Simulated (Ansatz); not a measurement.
## LiH (Fm-3m) under pressure

```xyz
2
Lattice="1.9904 1.9904 0.0000 -1.9904 1.9904 0.0000 0.0000 1.9904 1.9904" Properties=species:S:1:pos:R:3 pbc="T T T"
Li    0.0000    0.0000    0.0000
H     0.0000    1.9904    0.0000
```

This is the zero-pressure cell under PBEsol. Cell and atoms are relaxed by PAW (default files of Ansatz 0.2.0, cutoff 420 eV, stress met within about 0.05 GPa) at each pressure, in this structure whether or not another phase would take over; P is the pressure reached, less that of this cell. Levels come from PBEsol, all-electron LAPW in Ansatz 0.2.0, scalar-relativistic; k mesh 10×10×10, fixed occupations, basis error target 0.5 meV/atom. Conduction levels are in eV over the valence top (at X), at fixed fractional wave vectors. Zone-centre phonons come from finite displacements by PAW, without the LO-TO term.

```
P (GPa)    V/V₀      X      L       Γ  T1u TO (cm⁻¹)
  -1.97  1.0606  2.780  4.597  15.611          563.8
   0.00  1.0000  2.731  4.733  16.368          620.5
   2.03  0.9507  2.684  4.855  17.044          669.2
   3.98       ?      ?      ?       ?              ?
   7.02  0.8620  2.578  5.107  18.428          764.4
  10.02  0.8221  2.519  5.237  19.134          811.1
  15.03  0.7690  2.428  5.429  20.170          877.9
```

Task: Fit the third-order Birch-Murnaghan equation to the rows shown.

Result: With f = [(V₀/V)^(2/3) − 1]/2, the normalised pressure F = P/[3f(1 + 2f)^(5/2)] is 37.7 GPa at f = -0.0192, 36.4 GPa at f = 0.0171, 35.1 GPa at f = 0.0520, 34.6 GPa at f = 0.0698, 33.8 GPa at f = 0.0957. The line F = B₀[1 + (3/2)(B′ − 4)f] gives B₀ = 37.0 GPa and B′ = 3.4.

Task: What are the volume deformation potentials and pressure coefficients of these levels at zero pressure?

Result: 

| level | dE/dlnV (eV) | dE/dP = −(dE/dlnV)/B₀ (meV/GPa) | mean slope up to 2.0 GPa (meV/GPa) |
| --- | --- | --- | --- |
| X | 0.88 | -23.9 | -23.2 |
| L | -2.37 | 63.9 | 60.0 |
| Γ | -13.14 | 355.1 | 332.6 |

dE/dlnV is the slope of a cubic fit in ln V at V₀. The last column is read from two rows and shows how the slope bends with pressure.

Task: What mode Grüneisen parameters follow?

Result: γ = −d ln ω/d ln V at V₀ from a quadratic fit in ln V: T1u 1.54.

Task: What belongs in the row at 3.98 GPa?

Result: The fits give V/V₀ = 0.9119 and X = 2.641 eV. Computed: V/V₀ = 0.9118, X = 2.641, L = 4.960, Γ = 17.623, T1u TO (cm⁻¹) = 709.7.

Caveats: no other phase was computed; many crystals of this kind change structure within this range, and rows or crossings beyond such a change describe a metastable lattice; the frozen-core PAW files of the relaxations were fitted under PBE, their cores solved anew for this functional; semilocal gaps are low, and the spacing of valleys can be off by tenths of an eV; levels are read at fixed fractional k, so an edge that moves off these points is missed.
